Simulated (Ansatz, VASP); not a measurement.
# One calculation of Zn, two programs

```
Zn
1.0
     2.47810    0.00000    0.00000
    -1.23905    2.14609    0.00000
     0.00000    0.00000    3.96710
Zn
2
Direct
  0.33333 0.66667 0.25000
  0.66667 0.33333 0.75000
```

Change from the starting cell: volume scaled by 0.7, LAPW.

Alike in both runs: task single point; functional PBE; k mesh 16 × 16 × 9; occupations fermi-dirac, width 0.05 eV; no spin polarisation.

|  | VASP | Ansatz |
| --- | --- | --- |
| version | VASP 6.6.1 | Ansatz 0.2.0 |
| potentials or method | VASP PAW PBE potentials, release 64 (Zn), cutoff 520 eV | all-electron LAPW, scalar-relativistic |

```csv
,VASP,Ansatz,Ansatz less VASP
pressure (GPa),63.4,62.1,-1.26
largest component of the traceless stress (GPa),0.08,0.03,-0.055
```

Ansatz ran all-electron here, so the differences hold the error of VASP's frozen core and of both bases.

Caveats: the cell as given lies far from equilibrium; so large a pressure means that the cell lies far from this level's equilibrium, or that cutoff or potentials fall short (VASP).
